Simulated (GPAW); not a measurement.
## STM contrast on H/Co(0001)

What would a tunnelling microscope show on H/Co(0001)?

Method: GPAW, PAW setups; slab in vacuum, relaxation, in the first sound run; inputs show where later runs differ, in GPAW 26.7.0.

Report form: the programs' logs are mostly left out.

## 1. The starting structure

The cell holds 5 atoms: 4 Co and 1 H. Cell: a = 2.510 Å, b = 2.510 Å, c = 20.711 Å, α = 90.0°, β = 90.0°, γ = 60.0°. Vacuum lies along c.

Coordinates:

```
Co H
1.0
     2.51000    0.00000    0.00000
     1.25500    2.17372    0.00000
     0.00000    0.00000   20.71087
Co H
4 1
Cartesian
  2.5100 1.4491 7.0000
  0.0000 0.0000 9.0356
  2.5100 1.4491 11.0712
  0.0000 0.0000 13.1068
  2.5100 1.4491 13.7109
```

## 2. Relaxation

The atoms are relaxed first, since the surface dipole, and with it the work function, follows the positions of the outer layers. The lowest 2 atoms are held at bulk positions and keep their forces.

File run.py:

```python
import json
import numpy as np
from ase import Atoms
from ase.constraints import FixAtoms
from ase.optimize import BFGS
from gpaw import GPAW, PW

slab = Atoms(
    ['Co', 'Co', 'Co', 'Co', 'H'],
    positions=[
        [2.51000, 1.44915, 7.00000],
        [0.00000, 0.00000, 9.03561],
        [2.51000, 1.44915, 11.07122],
        [0.00000, 0.00000, 13.10683],
        [2.51000, 1.44915, 13.71087]],
    cell=[[2.51, 0.0, 0.0], [1.255, 2.17372, 0.0], [0.0, 0.0, 20.71087]],
    pbc=[True, True, False],
    magmoms=[1.7, 1.7, 1.7, 1.7, 0.0])

slab.calc = GPAW(mode=PW(500), xc='PBE', kpts={'size': (14, 14, 1), 'gamma': True},
                 occupations={'name': 'fermi-dirac', 'width': 0.1}, nbands='160%',
                 convergence={'density': 1e-05}, maxiter=200,
                 poissonsolver={'dipolelayer': 'xy'},
                 symmetry={'tolerance': 1e-3, 'extra_ids': [1, 1, 0, 0, 0]}, txt='slab.txt')
result = {}
slab.set_constraint(FixAtoms([0, 1]))
path = []
opt = BFGS(slab, maxstep=0.2)
opt.attach(lambda: path.append((slab.get_potential_energy(), slab.positions.tolist(), slab.get_forces().tolist())))
result['relaxed'] = bool(opt.run(fmax=0.03, steps=40))
result['path'] = path
energy = slab.get_potential_energy()
fermi = slab.calc.get_fermi_level()
v = slab.calc.get_electrostatic_potential().mean((0, 1)) - fermi
n = slab.calc.get_pseudo_density().mean((0, 1))
L = slab.cell[2, 2]
z = np.arange(len(v)) * L / len(v)
low, high = slab.positions[:, 2].min(), slab.positions[:, 2].max()
below, above = np.interp([low - 4.8, high + 4.8], z, v)
slopes = [np.interp(x, z, np.gradient(v, z)) for x in (low - 4.8, high + 4.8)]
eps = np.array([[slab.calc.get_eigenvalues(k, s) for k in range(len(slab.calc.get_ibz_k_points()))]
                for s in range(slab.calc.get_number_of_spins())]) - fermi
top, bottom = eps[eps < 0].max(), eps[eps > 0].min()
dipole = slab.get_dipole_moment()[2]
print(f'energy {energy:.4f} eV, Fermi level {fermi:.4f} eV, dipole {dipole:.5f} e A')
print(f'potential 4.8 A off the faces, from the Fermi level: lower {below:.4f} eV, upper {above:.4f} eV')
print(f'slope of the potential there: lower {slopes[0]:.5f}, upper {slopes[1]:.5f} eV/A')
print(f'nearest levels on the mesh: {top:.4f} and {bottom:.4f} eV')
print('magnetic moment', round(slab.get_magnetic_moment(), 3))
result.update(energy=energy, fermi=fermi, dipole=dipole, below=below, above=above, slopes=slopes, edges=[top, bottom],
              z=z.tolist(), v=v.tolist(), n=n.tolist(), positions=slab.positions.tolist(),
              forces=slab.get_forces(apply_constraint=False).tolist(), moments=slab.get_magnetic_moments().tolist())
json.dump(result, open('result.json', 'w'))
```

Command:

```console
> OMP_NUM_THREADS=1 OPENBLAS_NUM_THREADS=1 python run.py
```

Wall time 37 min (1 thread of Arm Neoverse V2, shared host); peak memory 0.28 GiB.

The steps of the relaxation:

```csv
step,energy less that of the first step (eV),largest force (eV/Å)
1,0.0000,1.4938
2,-0.0570,1.2724
3,-0.1909,0.7464
4,-0.2036,0.4747
5,-0.2110,0.2850
6,-0.2177,0.1698
7,-0.2185,0.1331
8,-0.2193,0.1454
9,-0.2210,0.1551
10,-0.2239,0.1818
11,-0.2269,0.1409
12,-0.2285,0.0548
13,-0.2288,0.0099
```

The atoms that moved most (Å):

```csv
atom,dx,dy,dz,length
H5,0.000,0.000,0.273,0.273
Co4,0.000,0.000,-0.035,0.035
Co3,0.000,0.000,-0.006,0.006
```

Final coordinates:

```xyz
5
Lattice="2.5100 0.0000 0.0000 1.2550 2.1737 0.0000 0.0000 0.0000 20.7109" Properties=species:S:1:pos:R:3
Co    2.5100    1.4491    7.0000
Co    0.0000    0.0000    9.0356
Co    2.5100    1.4491   11.0657
Co    0.0000    0.0000   13.0717
H     2.5100    1.4491   13.9838
```

This step gave:

```yaml
dipole_along_the_normal: 0.003513 e·Å
levels_nearest_the_fermi_level_on_the_mesh: -4.25e-4, 0.001968 eV from the Fermi level
upper_work_function: 4.874 eV
lower_work_function: 4.991 eV
site_moments: 1.808, 1.737, 1.756, 1.352, -0.01113 μB
sum_of_the_site_moments: 6.642 μB
```

The electrostatic potential energy of an electron (without an applied field's), less the Fermi level, planar mean oscillates, so the rows of the table below give means over windows of 1 Å about each position, cut where the curve ends. Its maxima inside the range that stand out by 2 % of the span (Å: eV): 8.1: -0.737, 10.1: -0.764, 12.1: -0.922. Its minima: 7.0: -23.7, 9.0: -23.8, 11.0: -23.7, 13.0: -23.9.

Table of electrostatic potential energy of an electron (without an applied field's), less the Fermi level, planar mean by z; means over each step:

```csv
z (Å),"electrostatic potential energy of an electron (without an applied field's), less the Fermi level, planar mean (eV)"
0,4.97
1,4.99
2,4.99
3,4.99
4,4.96
5,4.59
6,-0.0310
7,-17.5
8,-3.23
9,-17.6
10,-3.37
11,-17.5
12,-3.70
13,-17.6
14,-3.47
15,4.17
16,4.84
17,4.87
18,4.87
19,4.87
20,4.88
```

Table of pseudo valence density, planar mean by z:

z (Å), pseudo valence density, planar mean (e/Å³) and a bar:
```
      3.0       0.00 
      3.5       0.00 
      4.0       0.00 
      4.5       0.00 
      5.0       0.01 
      5.5       0.04 #
      6.0       0.14 ##
      6.5       0.59 ##########
      7.0       1.70 #############################
      7.5       0.62 ###########
      8.0       0.31 #####
      8.5       0.59 ##########
      9.0       1.77 ##############################
      9.5       0.71 ############
     10.0       0.31 #####
     10.5       0.54 #########
     11.0       1.66 ############################
     11.5       0.73 ############
     12.0       0.33 ######
     12.5       0.55 #########
     13.0       1.70 #############################
     13.5       0.84 ##############
     14.0       0.37 ######
     14.5       0.11 ##
     15.0       0.03 
     15.5       0.01 
     16.0       0.00 
     16.5       0.00 
     17.0       0.00
```

Site moment by atom:

```csv
atom,site moment (μB)
Co1,1.81
Co2,1.74
Co3,1.76
Co4,1.35
H5,-0.01
```

The relaxation lowered the energy of the cell by 0.229 eV (energies extrapolated to zero smearing; the optimiser's log prints free energies). The largest force left on a free atom is 0.0099 eV/Å.

## 3. Plane waves, PBE

The work function is the vacuum plateau of the electrostatic potential less the Fermi level; a dipole layer lets the two faces have plateaus of their own.

This step: GPAW, PAW setups; slab in vacuum (GPAW 26.7.0).

run.py, as its differences from that of step 2:

```diff
@@ -3,4 +3,3 @@
 from ase import Atoms
-from ase.constraints import FixAtoms
-from ase.optimize import BFGS
+from ase.dft.stm import STM
 from gpaw import GPAW, PW
@@ -12,5 +11,5 @@
         [0.00000, 0.00000, 9.03561],
-        [2.51000, 1.44915, 11.07122],
-        [0.00000, 0.00000, 13.10683],
-        [2.51000, 1.44915, 13.71087]],
+        [2.51000, 1.44915, 11.06565],
+        [-0.00000, 0.00000, 13.07167],
+        [2.51000, 1.44915, 13.98384]],
     cell=[[2.51, 0.0, 0.0], [1.255, 2.17372, 0.0], [0.0, 0.0, 20.71087]],
@@ -23,10 +22,4 @@
                  poissonsolver={'dipolelayer': 'xy'},
-                 symmetry={'tolerance': 1e-3, 'extra_ids': [1, 1, 0, 0, 0]}, txt='slab.txt')
+                 symmetry={'tolerance': 1e-3}, txt='slab.txt')
 result = {}
-slab.set_constraint(FixAtoms([0, 1]))
-path = []
-opt = BFGS(slab, maxstep=0.2)
-opt.attach(lambda: path.append((slab.get_potential_energy(), slab.positions.tolist(), slab.get_forces().tolist())))
-result['relaxed'] = bool(opt.run(fmax=0.03, steps=40))
-result['path'] = path
 energy = slab.get_potential_energy()
@@ -52,2 +45,16 @@
               forces=slab.get_forces(apply_constraint=False).tolist(), moments=slab.get_magnetic_moments().tolist())
+
+# Images need the states of the whole zone, up to time reversal
+slab.calc = slab.calc.fixed_density(symmetry={'point_group': False}, txt='states.txt', nbands='220%',
+                                    convergence={'bands': 'CBM+0.8'})
+stm = STM(slab)
+result['stm'] = []
+for bias in [-0.5, 0.5]:
+    height = high + 3.0
+    current = stm.get_averaged_current(bias, height)
+    x, y, h = stm.scan(bias, current)
+    i, f = divmod(height / L * stm.ldos.shape[2], 1)
+    I = abs((1 - f) * stm.ldos[:, :, int(i)] + f * stm.ldos[:, :, int(i) + 1])
+    print(f'bias {bias} V: mean current at 3.0 A {current:.4e}, corrugation {np.ptp(h):.4f} A')
+    result['stm'].append(dict(bias=bias, current=current, h=(h - high).tolist(), I=I.tolist()))
 json.dump(result, open('result.json', 'w'))
```

Elapsed: 8.6 min, on 1 thread; peak memory 0.83 GiB.

Numbers from this step:

```
dipole along the normal                    : 0.003512 e·Å
levels nearest the Fermi level on the mesh : -4.13e-4, 0.002020 eV from the Fermi level
lower work function                        : 4.990 eV
site moments                               : 1.808, 1.737, 1.756, 1.351, -0.01113 μB
corrugation -0.5                           : 0.03241 Å
corrugation 0.5                            : 0.03094 Å
```

Electrostatic potential energy of an electron (without an applied field's), less the Fermi level, planar mean against z:

```csv
z (Å),"electrostatic potential energy of an electron (without an applied field's), less the Fermi level, planar mean (eV)"
0.0,4.93
0.5,4.99
1.0,4.99
1.5,4.99
2.0,4.99
2.5,4.99
3.0,4.99
3.5,4.98
4.0,4.96
4.5,4.90
5.0,4.68
5.5,3.89
6.0,1.12
6.5,-8.78
7.0,-23.7
7.5,-8.83
8.0,-0.763
8.5,-7.80
9.0,-23.6
9.5,-10.1
10.0,-0.876
10.5,-6.91
11.0,-23.3
11.5,-11.2
12.0,-1.10
12.5,-6.66
13.0,-23.2
13.5,-12.2
14.0,-3.62
14.5,2.64
15.0,4.38
15.5,4.76
16.0,4.85
16.5,4.87
17.0,4.87
17.5,4.87
18.0,4.87
18.5,4.87
19.0,4.87
19.5,4.87
20.0,4.87
20.5,4.90
```

The pseudo valence density, planar mean oscillates, so the rows of the table below give means over windows of 2.11 Å about each position, cut where the curve ends. Its maxima inside the range that stand out by 2 % of the span (Å: e/Å³): 6.9: 1.70, 9.0: 1.80, 11.1: 1.77, 13.0: 1.80. Its minima: 8.1: 0.300, 10.0: 0.308, 12.1: 0.312.

Table of pseudo valence density, planar mean by z; means over each step:

```csv
z (Å),"pseudo valence density, planar mean (e/Å³)"
1.05,1.9e-6
3.17,2.9e-4
5.28,0.0626
7.39,0.793
9.50,0.803
11.61,0.817
13.72,0.730
15.83,0.00799
17.94,1.6e-5
```

Tip height over the top atom over a1 and a2. Sample bias -0.5 V, constant current at the mean current 3.0 Å over the top atom.

Ten even steps from '_' (2.981 Å) to '@' (3.013 Å):
```
----++######********######++
++==++######**######**######
**++++**####**##%%%%##**####
##**++**####**##@@@@@@##**##
##++----++##**##%%@@@@%%##**
**++::__::++****##%%@@%%##**
****--____--******########**
****++==--==++**************
##++--==****==--++##########
##++::__--**--__::++########
****--____====____--****####
++++++--::--++--::--++++++++
--==++**++++****++++**++==--
::--++**####******####**++--
```
Columns: a1 from 0 to 0.929; rows upwards: a2 from 0 to 0.929.

Local density of states summed over the bias window over a1 and a2. Sample bias -0.5 V, constant height 3.0 Å over the top atom.

Ten even steps from '0' (1.45 × 1e-5 arbitrary) to '9' (1.57 × 1e-5 arbitrary):
```
33577776677775
54578767776787
65567767887677
76567767999767
75335777899877
75202576789876
66300366677776
76543456776667
75346643577777
75203630257787
66300440036677
55532353235555
34565566556543
23567776777653
```
Columns: a1 from 0 to 0.929; rows upwards: a2 from 0 to 0.929.

Tip height over the top atom over a1 and a2. Sample bias 0.5 V, constant current at the mean current 3.0 Å over the top atom.

Values in Å, 14 rows by 14 columns:
```
3.004 3.004 3.009 3.013 3.013 3.008 3.003 3.002 3.002 3.003 3.008 3.013 3.013 3.009
3.010 3.008 3.010 3.013 3.012 3.005 3.000 3.001 3.003 3.001 3.000 3.005 3.012 3.013
3.013 3.010 3.010 3.013 3.013 3.005 2.996 2.996 3.004 3.004 2.996 2.996 3.005 3.013
3.010 3.005 3.002 3.005 3.010 3.008 3.000 2.996 3.003 3.009 3.003 2.996 3.000 3.008
3.003 2.998 2.993 2.993 2.998 3.003 3.003 3.001 3.004 3.009 3.009 3.004 3.001 3.003
2.998 2.991 2.986 2.984 2.986 2.991 2.998 3.002 3.003 3.004 3.003 3.004 3.003 3.002
2.997 2.990 2.984 2.982 2.982 2.984 2.990 2.997 3.002 3.001 2.996 2.996 3.001 3.002
2.998 2.990 2.985 2.984 2.984 2.984 2.985 2.990 2.998 3.003 3.000 2.996 3.000 3.003
3.003 2.991 2.984 2.984 2.986 2.986 2.984 2.984 2.991 3.003 3.008 3.005 3.005 3.008
3.010 2.998 2.986 2.982 2.984 2.986 2.984 2.982 2.986 2.998 3.010 3.013 3.012 3.013
3.013 3.005 2.993 2.984 2.982 2.984 2.984 2.982 2.984 2.993 3.005 3.013 3.013 3.013
3.010 3.010 3.002 2.993 2.986 2.984 2.985 2.984 2.986 2.993 3.002 3.010 3.010 3.009
3.004 3.008 3.010 3.005 2.998 2.991 2.990 2.990 2.991 2.998 3.005 3.010 3.008 3.004
3.000 3.004 3.010 3.013 3.010 3.003 2.998 2.997 2.998 3.003 3.010 3.013 3.010 3.004
```
Columns: a1 from 0 to 0.929; rows upwards: a2 from 0 to 0.929.

Local density of states summed over the bias window over a1 and a2. Sample bias 0.5 V, constant height 3.0 Å over the top atom.

Ten even steps from '_' (1.53 × 1e-5 arbitrary) to '@' (1.65 × 1e-5 arbitrary):
```
****%%@@@@%%********%%@@@@%%
@@%%@@@@@@##++++**++++##@@@@
@@@@@@@@@@##====****====##@@
%%##**##%%%%++==**%%**==++%%
**==----==****++**%%%%**++**
==::______::==**************
==..________..==**++====++**
==..__________..==**++==++**
**::____....____::**%%####%%
%%==______..______==%%@@@@@@
@@##--____________--##@@@@@@
@@@@**--__________--**@@@@%%
**%%@@##==::....::==##@@%%**
++**@@@@%%**======**%%@@@@**
```
Columns: a1 from 0 to 0.929; rows upwards: a2 from 0 to 0.929.

Force by atom:

```csv
atom,x (eV/Å),y (eV/Å),z (eV/Å),size
Co1,0.000,0.000,0.387,0.387
Co2,0.000,0.000,-0.382,0.382
Co3,0.000,0.000,-0.002,0.002
Co4,0.000,0.000,0.007,0.007
H5,0.000,0.000,-0.010,0.010
```

The potential is flat to 0.001 eV/Å where it is read, so the vacuum is wide enough.

## 4. A changed run

One more run, with changed settings.

run.py, as its differences from that of step 3:

```diff
@@ -3,3 +3,2 @@
 from ase import Atoms
-from ase.dft.stm import STM
 from gpaw import GPAW, PW
@@ -18,5 +17,5 @@
 
-slab.calc = GPAW(mode=PW(500), xc='PBE', kpts={'size': (14, 14, 1), 'gamma': True},
+slab.calc = GPAW(mode=PW(500), xc='pbe96', kpts={'size': (14, 14, 1), 'gamma': True},
                  occupations={'name': 'fermi-dirac', 'width': 0.1}, nbands='160%',
-                 convergence={'density': 1e-05}, maxiter=200,
+                 convergence={'density': 1e-05}, maxiter=75,
                  poissonsolver={'dipolelayer': 'xy'},
@@ -45,16 +44,2 @@
               forces=slab.get_forces(apply_constraint=False).tolist(), moments=slab.get_magnetic_moments().tolist())
-
-# Images need the states of the whole zone, up to time reversal
-slab.calc = slab.calc.fixed_density(symmetry={'point_group': False}, txt='states.txt', nbands='220%',
-                                    convergence={'bands': 'CBM+0.8'})
-stm = STM(slab)
-result['stm'] = []
-for bias in [-0.5, 0.5]:
-    height = high + 3.0
-    current = stm.get_averaged_current(bias, height)
-    x, y, h = stm.scan(bias, current)
-    i, f = divmod(height / L * stm.ldos.shape[2], 1)
-    I = abs((1 - f) * stm.ldos[:, :, int(i)] + f * stm.ldos[:, :, int(i) + 1])
-    print(f'bias {bias} V: mean current at 3.0 A {current:.4e}, corrugation {np.ptp(h):.4f} A')
-    result['stm'].append(dict(bias=bias, current=current, h=(h - high).tolist(), I=I.tolist()))
 json.dump(result, open('result.json', 'w'))
```

It took 0.64 s on 1 thread; peak memory 0.1 GiB.

The program refused the input before any cycle.

The program's message: “NameError: Unknown functional: pbe96.”

The change that led to it: xc = "pbe96".

## 5. Results

| Item | Value |
| --- | --- |
| work function, upper and lower face | 4.874 and 4.990 eV |
| dipole along the normal | 0.00351 e Å |
| corrugation at -0.5 V | 0.0324 Å as printed, 0.020 Å or less without short-wave noise |
| corrugation at 0.5 V | 0.0309 Å |

In words: At -0.5 V GPAW's map carries short-wave noise, which can't be real at this height: without waves under 1.5 Å it spans 0.020 Å against 0.032 Å printed. The reading below uses the filtered value, which may still be too high. In GPAW's constant-current maps the tip height varies by under 0.05 Å at every bias shown (0.031 Å at most), which is near the numerical ripple of the maps: an s-wave tip would see an almost flat surface. Negative sample bias images filled states, positive bias empty ones. The two faces differ by 0.12 eV, the step that the slab's dipole makes (e p/(ε0 A) gives 0.12 eV), so the dipole layer is needed. The images are of Tersoff-Hamann type: an s-wave tip, no tip-sample forces, heights closer than in a microscope. The cell of 5.46 Å² holds one H, started on one chosen site; other sites and coverages weren't tried. One magnetic start was tried; another order may lie lower. The in-plane lattice was kept as typed, which isn't the functional's own and leaves some strain; spin-orbit coupling and temperature are left out.

[Logs are printed without paths, hosts, clocks, repeated set-up lines and the standing remarks that a program may print on its own settings, such as how far it seeks lower states.]

[Hosts, paths, dates, database ids (printed as entryN), source tags and the programs' standing remarks are cut or masked in the printed files.]
